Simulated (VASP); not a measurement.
A run of VASP 6.6.1 is set up as follows.

The input INCAR:

```
SYSTEM = Te
PREC     = Accurate       ! precision mode
ENCUT    = 520            ! plane-wave cutoff, eV
EDIFF    = 1E-6           ! SCF threshold, eV
ISMEAR   = -1             ! smearing method
SIGMA    = 0.05           ! smearing width, eV
LREAL    = .False.        ! projectors in reciprocal space
LASPH    = .True.         ! aspherical terms in the spheres
NELM     = 100            ! most SCF steps
ALGO     = Normal         ! electronic algorithm
ISIF     = 2              ! what is computed and relaxed
LWAVE    = .False.        ! write WAVECAR
LCHARG   = .False.        ! write CHGCAR
GGA      = PE             ! functional
NBANDS   = 9              ! bands
```

Contents of KPOINTS:

```
regular mesh
0
Gamma
  9 9 9
  0 0 0
```

File POSCAR:

```
Te
1.0
    2.3059043427      1.3313144930      1.6909537039
   -2.3059043427      1.3313144930      1.6909537039
    0.0000000000     -2.6626289860      1.6909537039
Te
1
Direct
    0.5000000000      0.5000000000      0.5000000000
```

File KPOINTS_OPT:

```
path GPZQGFP1Q1LZ
15
line-mode
reciprocal
 0.0000000000  0.0000000000  0.0000000000  G
 0.4677709699 -0.5322290301  0.4677709699  P

 0.4677709699 -0.5322290301  0.4677709699  P
 0.5000000000 -0.5000000000  0.5000000000  Z

 0.5000000000 -0.5000000000  0.5000000000  Z
 0.4355419398  0.4355419398  0.4355419398  Q

 0.4355419398  0.4355419398  0.4355419398  Q
 0.0000000000  0.0000000000  0.0000000000  G

 0.0000000000  0.0000000000  0.0000000000  G
 0.5000000000 -0.5000000000  0.0000000000  F

 0.5000000000 -0.5000000000  0.0000000000  F
 0.5322290301 -0.4677709699 -0.4677709699  P1

 0.5322290301 -0.4677709699 -0.4677709699  P1
 0.5644580602 -0.4355419398 -0.4355419398  Q1

 0.5644580602 -0.4355419398 -0.4355419398  Q1
 0.5000000000  0.0000000000  0.0000000000  L

 0.5000000000  0.0000000000  0.0000000000  L
 0.5000000000 -0.5000000000  0.5000000000  Z
```

Potentials or basis: VASP PAW PBE potentials, release 64 (Te).

Run with:

```bash
$ cat potpaw_PBE.64/Te/POTCAR > POTCAR
$ mpirun -np 1 vasp_std > vasp.out
```

Task: What does it give for the band gap along the path?

Result: None (metal or under the smearing width).

Task: What does it give for the pressure?

Result: 2.6 GPa.

Levels at the corners of the path, in eV from the Fermi level:
| point | band 1 | band 2 | band 3 | band 4 | band 5 | band 6 | band 7 | band 8 |
| --- | --- | --- | --- | --- | --- | --- | --- | --- |
| Γ | -13.98 | 0.96 | 1.43 | 1.43 | 6.05 | 6.05 | 6.71 | 16.83 |
| P | -8.31 | -3.43 | -3.43 | -2.48 | 3.99 | 3.99 | 5.07 | 7.74 |
| P | -8.31 | -3.43 | -3.43 | -2.48 | 3.99 | 3.99 | 5.07 | 7.74 |
| Z | -8.23 | -3.44 | -3.44 | -2.49 | 3.90 | 3.90 | 5.35 | 7.18 |
| Z | -8.23 | -3.44 | -3.44 | -2.49 | 3.90 | 3.90 | 5.35 | 7.18 |
| Q | -8.56 | -3.41 | -3.41 | -2.45 | 4.28 | 4.28 | 4.70 | 8.93 |
| Q | -8.56 | -3.41 | -3.41 | -2.45 | 4.28 | 4.28 | 4.70 | 8.93 |
| Γ | -13.98 | 0.96 | 1.43 | 1.43 | 6.05 | 6.05 | 6.71 | 16.82 |
| Γ | -13.98 | 0.96 | 1.43 | 1.43 | 6.05 | 6.05 | 6.71 | 16.82 |
| F | -10.21 | -5.00 | -4.27 | 1.97 | 3.96 | 10.49 | 12.25 | 12.27 |
| F | -10.21 | -5.00 | -4.27 | 1.97 | 3.96 | 10.49 | 12.25 | 12.27 |
| P1 | -8.31 | -3.43 | -3.43 | -2.48 | 3.99 | 3.99 | 5.07 | 7.74 |
| P1 | -8.31 | -3.43 | -3.43 | -2.48 | 3.99 | 3.99 | 5.07 | 7.74 |
| Q1 | -8.56 | -3.41 | -3.41 | -2.45 | 4.28 | 4.28 | 4.70 | 8.93 |
| Q1 | -8.56 | -3.41 | -3.41 | -2.45 | 4.28 | 4.28 | 4.70 | 8.93 |
| L | -12.10 | -6.32 | 2.46 | 2.79 | 7.67 | 9.04 | 10.01 | 11.17 |
| L | -12.10 | -6.32 | 2.46 | 2.79 | 7.67 | 9.04 | 10.01 | 11.17 |
| Z | -8.23 | -3.44 | -3.44 | -2.49 | 3.90 | 3.90 | 5.35 | 7.18 |

Caveat: spin-orbit coupling is left out, which moves the levels of the heavy elements.
